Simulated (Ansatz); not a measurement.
A run of Ansatz 0.2.0:

The input input.yaml:

```yaml
crystal:
  lattice:
    - [4.982, 0.0, 0.0]
    - [0.0, 4.982, 0.0]
    - [0.0, 0.0, 6.963]
  atoms:
    - { symbol: Si, position: [0.79897, 0.20103, 0.75] }
    - { symbol: Si, position: [0.70103, 0.70103, 0.5] }
    - { symbol: Si, position: [0.20103, 0.79897, 0.25] }
    - { symbol: Si, position: [0.29897, 0.29897, 0.0] }
    - { symbol: O, position: [0.10347, 0.23989, 0.82187] }
    - { symbol: O, position: [0.26011, 0.60347, 0.07187] }
    - { symbol: O, position: [0.89653, 0.76011, 0.32187] }
    - { symbol: O, position: [0.73989, 0.39653, 0.57187] }
    - { symbol: O, position: [0.60347, 0.26011, 0.92813] }
    - { symbol: O, position: [0.76011, 0.89653, 0.67813] }
    - { symbol: O, position: [0.39653, 0.73989, 0.42813] }
    - { symbol: O, position: [0.23989, 0.10347, 0.17813] }
hamiltonian:
  xc: pbesol
  pseudopotentials: { kind: paw }
kpoints:
  mp_grid: { grid: [6, 6, 4] }
scf:
  occupations: { method: fermi_dirac, width: 0.05 }
output:
  forces: true
  stress: true
  eigenvalues: true
  write_density: true
  write_potential: true
  elf: true
  volumetric_format: npy
relax:
  f_tol: 0.01
  max_steps: 40
  cell: { stress_tol: 0.05 }
```

Potentials or basis: Ansatz PAW.

Command:

```sh
$ ansatz run input.yaml --threads 4 --pin off --max-ram 11264MiB --backend cpu --events-out ev --progress --plain --runs-dir out
```

Hardware: 4 threads of Arm Neoverse V2, on a shared host.

How long does it take, and how much memory?

It took 48 s on 4 threads of Arm Neoverse V2, on a shared host, peak memory 0.53 GiB. Counts: scf iterations 38, plane waves 3491, k points 30, bands 44, ion steps 7.
